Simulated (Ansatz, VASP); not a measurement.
# One calculation of CsH, two programs

File INCAR:

```
SYSTEM = CsH
ALGO     = Normal         ! electronic algorithm
EDIFF    = 1E-6           ! SCF threshold, eV
EDIFFG   = -0.005         ! ionic threshold
ENCUT    = 600            ! plane-wave cutoff, eV
IBRION   = 2              ! ionic algorithm
ISIF     = 3              ! what is computed and relaxed
ISMEAR   = 0              ! smearing method
LASPH    = .True.         ! aspherical terms in the spheres
LCHARG   = .False.        ! write CHGCAR
LREAL    = .False.        ! projectors in reciprocal space
LWAVE    = .False.        ! write WAVECAR
NELM     = 80             ! most SCF steps
NSW      = 100            ! ionic steps
PREC     = Accurate       ! precision mode
SIGMA    = 0.02           ! smearing width, eV
```

File KPOINTS:

```
k-points
0
Gamma
  8 8 8
  0 0 0
```

POSCAR

```
CsH
1.0
    0.0000000000      3.1880000000      3.1880000000
    3.1880000000      0.0000000000      3.1880000000
    3.1880000000      3.1880000000      0.0000000000
Cs H
1 1
Direct
    0.0000000000      0.0000000000      0.0000000000
    0.5000000000      0.5000000000      0.5000000000
```

Input for Ansatz:

```yaml
crystal:
  lattice:
    - [0.0, 3.188, 3.188]
    - [3.188, 0.0, 3.188]
    - [3.188, 3.188, 0.0]
  atoms:
    - { symbol: Cs, position: [0.0, 0.0, 0.0] }
    - { symbol: H, position: [0.5, 0.5, 0.5] }
basis:
  ecutwfc: 420
kpoints:
  mp_grid: { grid: [8, 8, 8] }
hamiltonian:
  xc: lda
scf:
  occupations: { method: gaussian, width: 0.02 }
output:
  forces: true
  stress: true
  eigenvalues: true
  write_density: true
  write_potential: true
  elf: true
  volumetric_format: npy
relax:
  adjacent_minimum: "off"
  f_tol: 0.005
  max_steps: 80
  cell: { stress_tol: 0.05 }
```

Alike in both runs: task relaxation of cell and atoms; functional LDA; k mesh 8 × 8 × 8; occupations gaussian, width 0.02 eV; no spin polarisation.

|  | VASP | Ansatz |
| --- | --- | --- |
| version | VASP 6.6.1 | Ansatz 0.2.0 |
| potentials or method | VASP PAW LDA potentials, release 64 (Cs_sv, H) | scalar-relativistic, plane waves, PAW |
| plane-wave cutoff (eV) | 600 | 420 |
| valence electrons in the cell | 10 | 10 |

Ansatz gave:

| Quantity | Value |
| --- | --- |
| gap on the k mesh at the Fermi level, each at its own relaxed structure (eV) | 1.75 |
| relaxed volume (Å³/atom) | 28.40 |
| relaxed cell length with the largest relative difference (Å) | 4.315 |
| energy change over the relaxation (meV/atom) | -18 |

Q: What did VASP give for the same quantities?

A: gap on the k mesh at the Fermi level, each at its own relaxed structure (eV): 1.74; relaxed volume (Å³/atom): 28.52; relaxed cell length with the largest relative difference (Å): 4.321; energy change over the relaxation (meV/atom): -16.

Caveats: spin-orbit coupling is left out, which moves the levels of the heavy elements; the volume moved by -12 % from the deposited cell, more than functionals usually miss. A k mesh can miss the band edges. Expect the measured gap to be larger: semilocal functionals such as LDA lack the derivative discontinuity.
